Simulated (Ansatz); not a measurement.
## Energy ranking of Mg3Zn2O3 structures

Method: Ansatz, DFT PBE, scalar-relativistic, plane waves, PAW. Settings: cutoff 420 eV, Γ-centred meshes spaced at most about 0.3 Å⁻¹, and about 0.25 Å⁻¹ or finer for metals (2π included), Gaussian smearing. No spin polarisation.

The zero of energy is the elements' standard structures at the same level (O₂ as a molecule); no fitted shifts are applied.

All energies are static (0 K, no zero-point motion). The comparison covers the computed candidates alone. Kohn–Sham gaps at this level usually fall short of measured ones.

Invented guesses were relaxed alike, and ends that match in structure were merged. ΔE counts from the first row. Coordination counts O atoms around Mg and Zn (those within 1.25 times the shortest such distance or 1.15 times the sum of covalent radii, 1.27 where that leaves under three; the shortest distance is added where it exceeds 1.18 times the sum of covalent radii; a slash parts the counts of unlike sites). The ends were matched against large subsets of the Crystallography Open Database and the Materials Project, so a missing match doesn't prove that a structure is unreported.

```json
{"#": "1", "reached from": "a cell proposed by chemical analogy", "type and space group": "P4/nmm (No. 129)", "atoms": "16", "Å³/atom": "11.5", "coordination": "Mg 5/6, Zn 1 from 2.5 Å/4 from 4.7 Å", "ΔE (meV/atom)": "0", "gap on mesh (eV)": "0.00", "in databases": "no match"}
{"#": "2", "reached from": "a cell proposed by chemical analogy", "type and space group": "I4/mmm (No. 139)", "atoms": "8", "Å³/atom": "12.0", "coordination": "Mg 5/6, Zn 1 from 2.6 Å", "ΔE (meV/atom)": "85", "gap on mesh (eV)": "0.00", "in databases": "no match"}
{"#": "3", "reached from": "a cell proposed by chemical analogy", "type and space group": "P3m1 (No. 156)", "atoms": "8", "Å³/atom": "11.7", "coordination": "Mg 3/6, Zn 3 from 2.2 Å/1+3 from 3.5 Å", "ΔE (meV/atom)": "136", "gap on mesh (eV)": "0.15", "in databases": "no match"}
```

The lowest: Space group P4/nmm (No. 129), tetragonal, a = 2.970 Å, c = 20.905 Å. Mg on its first site has 6 O at 2.10–2.15 Å; around Mg on its second site lie 6 O at 2.10–2.15 Å; Mg on its third site has 5 O at 2.10–2.16 Å; Zn on its first site has 1 O at 2.52 Å, 4 Zn at 2.68 Å, 4 Zn at 2.97 Å, 4 Mg at 3.27 Å and 1 Zn at 3.46 Å; around O on its first site lie 6 Mg at 2.10–2.16 Å; 3 more sites not described. Its energy over the elements is −1.91 eV/atom. Whether it is stable depends on the other phases of the system, which aren't compared here. An observed structure of this formula, if there is one, may be missing.

```yaml
crystal:
  lattice:
    - [2.96955, 0.00000, 0.00000]
    - [0.00000, 2.96955, 0.00000]
    - [0.00000, 0.00000, 20.90479]
  atoms:
    - { symbol: Mg, position: [0.00000, 0.50000, 0.94865] }
    - { symbol: Mg, position: [0.00000, 0.50000, 0.15391] }
    - { symbol: Mg, position: [0.00000, 0.50000, 0.74234] }
    - { symbol: Mg, position: [0.50000, 0.00000, 0.84609] }
    - { symbol: Mg, position: [0.50000, 0.00000, 0.05135] }
    - { symbol: Mg, position: [0.50000, 0.00000, 0.25766] }
    - { symbol: Zn, position: [0.00000, 0.50000, 0.37761] }
    - { symbol: Zn, position: [0.50000, 0.00000, 0.62239] }
    - { symbol: Zn, position: [0.00000, 0.50000, 0.54293] }
    - { symbol: Zn, position: [0.50000, 0.00000, 0.45707] }
    - { symbol: O, position: [0.00000, 0.50000, 0.84586] }
    - { symbol: O, position: [0.00000, 0.50000, 0.25694] }
    - { symbol: O, position: [0.00000, 0.50000, 0.05131] }
    - { symbol: O, position: [0.50000, 0.00000, 0.94869] }
    - { symbol: O, position: [0.50000, 0.00000, 0.15414] }
    - { symbol: O, position: [0.50000, 0.00000, 0.74306] }
```

The second: Space group I4/mmm (No. 139), tetragonal, a = 2.943 Å, c = 22.142 Å. Mg on a site of symmetry 4/mmm is surrounded by 6 O at 2.08–2.17 Å; Mg on a site of symmetry 4mm is surrounded by 5 O at 2.08–2.18 Å, 8 Mg at 2.94–3.01 Å and 4 Zn at 3.30 Å; Zn has 1 O at 2.58 Å, 4 Zn at 2.61 Å, 4 Zn at 2.94 Å and 4 Mg at 3.30 Å; O on a site of symmetry 4mm has 5 Mg at 2.08–2.17 Å and 1 Zn at 2.58 Å; 1 more site not described. Counting O atoms around Mg and Zn, the first has Mg 5/6, Zn 1 from 2.5 Å/4 from 4.7 Å and the second has Mg 5/6, Zn 1 from 2.6 Å. Cells relaxed within their symmetry can be saddle points.

```xyz
8
Lattice="-1.4714 1.4714 11.0710 1.4714 -1.4714 11.0710 1.4714 1.4714 -11.0710" Properties=species:S:1:pos:R:3 pbc="T T T"
Mg    0.0000    0.0000    0.0000
Mg    0.0000    0.0000    8.8922
Mg    0.0000    0.0000   13.2498
Zn    0.0000    0.0000   17.3959
Zn    0.0000    0.0000    4.7462
O     0.0000    0.0000   19.9763
O     0.0000    0.0000    2.1657
O     0.0000    0.0000   11.0710
```

Some types were kept out of the candidates beforehand, so the set may lack a known form.
